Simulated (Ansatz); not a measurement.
Runs of Ansatz 0.2.0 on Cu. Symmetry: Cmcm, No. 63, orthorhombic system. The conventional cell has a = 2.437 Å, b = 7.953 Å, c = 2.475 Å, α = 90.00°, β = 90.00°, γ = 90.00°. Cu (site symmetry m2m) has 10 Cu at 2.44 to 2.54 Å as nearest neighbours. This isn't the form of Cu at room conditions, which is fcc.

```tsv
task	level	cell	cutoff (eV)	points for each segment of the path	gap on the mesh (eV)	pressure (GPa)	largest force (eV/Å)
relaxation of cell and atoms	HSEsol	relaxed	420	-	none	0.0	-
single point	HF	as given	420	-	none	27.3	0.26
single point	r2SCAN0	as given	500	-	none	(b)	(c)
single point	r2SCAN50	as given	500	-	none	5.4	(a)
band structure	HSEsol	as given	420	4	none	0.5	0.02
single point	r2SCANh	as given	500	-	none	0.8	0.02
```

Alike in all rows: potentials or basis Ansatz PAW; no spin polarisation; k mesh 6 × 6 × 6; smearing fermi-dirac 0.05 eV; the mesh is coarse, so values aren't converged.

Task: Estimate the missing entries.

Result: (a) 0.07; (b) 2.3; (c) 0.03.

Caveats: all runs use coarse meshes; the PAW data sets come from PBE, with cores solved anew for the run's functional, which leaves a small shift of forces and pressure; the thresholds are loose for stress (some runs); the plane-wave basis is chosen anew once the cell has moved, so the energies of steps on either side of that aren't comparable (some runs); so large a pressure means that the cell lies far from this level's equilibrium, or that cutoff or potentials fall short (some runs).

A gap of «none» marks a metal or a gap under the smearing width.
